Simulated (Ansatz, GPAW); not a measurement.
Given: the input of a run of Ansatz 0.2.0 on TaSi2. 

Contents of input.yaml:

```yaml
crystal:
  lattice:
    - [4.7839, 0.0, 0.0]
    - [-2.39195, 4.1429789292, 0.0]
    - [0.0, 0.0, 6.57]
  atoms:
    - { symbol: Ta, position: [0.0, 0.5, 0.3333333333] }
    - { symbol: Ta, position: [0.5, 0.5, 0.6666666667] }
    - { symbol: Ta, position: [0.5, 0.0, 0.0] }
    - { symbol: Si, position: [0.31794, 0.15897, 0.3333333333] }
    - { symbol: Si, position: [0.15897, 0.84103, 0.6666666667] }
    - { symbol: Si, position: [0.84103, 0.68206, 0.0] }
    - { symbol: Si, position: [0.68206, 0.84103, 0.3333333333] }
    - { symbol: Si, position: [0.84103, 0.15897, 0.6666666667] }
    - { symbol: Si, position: [0.15897, 0.31794, 0.0] }
hamiltonian:
  xc: pbesol
  pseudopotentials: { kind: paw }
  hubbard: { sites: [{ species: Ta, l: d, u_eff: 3.0 }] }
kpoints:
  mp_grid: { grid: [5, 5, 3] }
scf:
  occupations: { method: fermi_dirac, width: 0.05 }
output:
  forces: true
  stress: true
  eigenvalues: true
```

Potentials or basis: Ansatz PAW.

Command:

```bash
$ ansatz run input.yaml --threads 4 --pin off --max-ram 11264MiB --backend cpu --events-out ev --progress --plain --runs-dir out
```

Question: What does the same run look like in GPAW 26.7.0 (ASE script)? Potentials or basis there: PAW data sets generated for this functional, cutoff 600 eV.

Answer: As run (cutoffs and basis follow the program's own potentials, and thresholds, step limits or extra output files can differ):

The input run.py:

```python
from ase.dft.bandgap import bandgap
from ase.io import read, write
from ase.units import GPa
from gpaw import GPAW, PW, setup_paths

setup_paths.insert(0, '.')

atoms = read('POSCAR')

calc = GPAW(mode=PW(600),
            xc='PBEsol',
            kpts={'size': (5, 5, 3), 'gamma': True},
            occupations={'name': 'fermi-dirac', 'width': 0.05},
            setups={'Ta': ':d,3.0'},
            nbands=57,
            convergence={'density': 1e-05, 'energy': 1e-05},
            maxiter=150,
            txt='gpaw.txt')
atoms.calc = calc
energy = atoms.get_potential_energy()
forces = atoms.get_forces()
stress = atoms.get_stress()
calc.write('gs.gpw')
write('result.traj', atoms)
print(f'Energy: {energy:.6f} eV')
print('Forces (eV/A):')
print(forces.round(4))
print('Stress (GPa):', (stress / GPa).round(3))
print('Fermi level:', round(calc.get_fermi_level(), 4), 'eV')
print(f'Gap: {bandgap(calc)[0]:.4f} eV, direct: {bandgap(calc, direct=True)[0]:.4f} eV')
```

Contents of POSCAR:

```
TaSi2
1.0
    4.7839000000      0.0000000000      0.0000000000
   -2.3919500000      4.1429789292      0.0000000000
    0.0000000000      0.0000000000      6.5700000000
Ta Si
3 6
Direct
    0.0000000000      0.5000000000      0.3333333333
    0.5000000000      0.5000000000      0.6666666667
    0.5000000000      0.0000000000      0.0000000000
    0.3179400000      0.1589700000      0.3333333333
    0.1589700000      0.8410300000      0.6666666667
    0.8410300000      0.6820600000      0.0000000000
    0.6820600000      0.8410300000      0.3333333333
    0.8410300000      0.1589700000      0.6666666667
    0.1589700000      0.3179400000      0.0000000000
```

Potentials or basis: PAW data sets generated in the run's folder for this functional, pw.

Launch:

```console
$ gpaw-setup -f PBEsol Si Ta
$ OMP_NUM_THREADS=1 python run.py
```

Both were run:

|  | Ansatz | GPAW |
| --- | --- | --- |
| Pressure | -1.3 GPa | 1.8 GPa |

Ansatz's pressure holds a Pulay term of +0.05 GPa for its cutoff of 420 eV, which the other run lacks.

Ansatz's potentials were made for PBE.

Where Ansatz's input types no cutoff or centring, it takes its own default and a Γ-centred mesh.

The two runs disagree by more than potentials and bases usually give (in gap, levels, pressure or energy); the cause wasn't traced.

How U acts hangs on each program's projectors.

Pressure is positive in compression.
